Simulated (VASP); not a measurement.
Wanted: the native input for a VASP 6.6.1 run.

```yaml
Task: core levels
Functional: PBEsol
Potentials_or_basis: VASP PAW PBE potentials, release 64 (Ni, Si)
Cutoff: 520 eV
k_mesh: 5 × 5 × 5
Occupations: gaussian, width 0.02 eV
Spin: collinear spin, ferromagnetic start
Starting_moments: "[1.0, 1.0, 1.0, 1.0, 0.0, 0.0, 0.0, 0.0] μB"
Further_INCAR_settings: ALGO = Normal; EDIFF = 1e-06
```

The structure of SiNi lies in POSCAR:

```
SiNi
1.0
    4.5036940000      0.0000000000      0.0000000000
    0.0000000000      4.5036940000      0.0000000000
    0.0000000000      0.0000000000      4.5036940000
Ni Si
4 4
Direct
    0.1495040000      0.1495040000      0.1495040000
    0.6495040000      0.3504960000      0.8504960000
    0.8504960000      0.6495040000      0.3504960000
    0.3504960000      0.8504960000      0.6495040000
    0.8468300000      0.8468300000      0.8468300000
    0.3468300000      0.6531700000      0.1531700000
    0.1531700000      0.3468300000      0.6531700000
    0.6531700000      0.1531700000      0.3468300000
```

The cell is a database's computed one.

These files were run (other wordings do the same):

INCAR

```
SYSTEM = SiNi
ALGO = Normal ; EDIFF = 1E-6
ENCUT = 520 ; GGA = PS
ICORELEVEL = 1 ; ISIF = 2
ISMEAR = 0 ; ISPIN = 2
LASPH = .True. ; LCHARG = .False.
LMAXMIX = 4 ; LORBIT = 11
LREAL = .False. ; LWAVE = .False.
MAGMOM = 1 1 1 1 0 0 0 0 ; NELM = 100
PREC = Accurate ; SIGMA = 0.02
```

KPOINTS

```
k-points
0
Gamma
  5 5 5
  0 0 0
```

Potentials or basis: VASP PAW PBE potentials, release 64 (Ni, Si).

Launch:

```bash
$ cat potpaw_PBE.64/Ni/POTCAR potpaw_PBE.64/Si/POTCAR > POTCAR
$ mpirun -np 1 vasp_std > vasp.out
```

Results of the run:

The pressure is -4.3 GPa, the largest force is 0.035 eV/Å and the band gap on the k mesh is none (metal or under the smearing width). The net moment is 0.00 μB per cell and the valence electrons inside the program's atomic spheres are Ni 9.56; Si 1.58.

Caveat: the PAW data sets were made with another functional, which shifts forces and pressure a little.

It took 42 s on 1 thread of Intel(R) Xeon(R) 6975P-C (Granite Rapids) (shared host), peak memory 0.25 GiB.
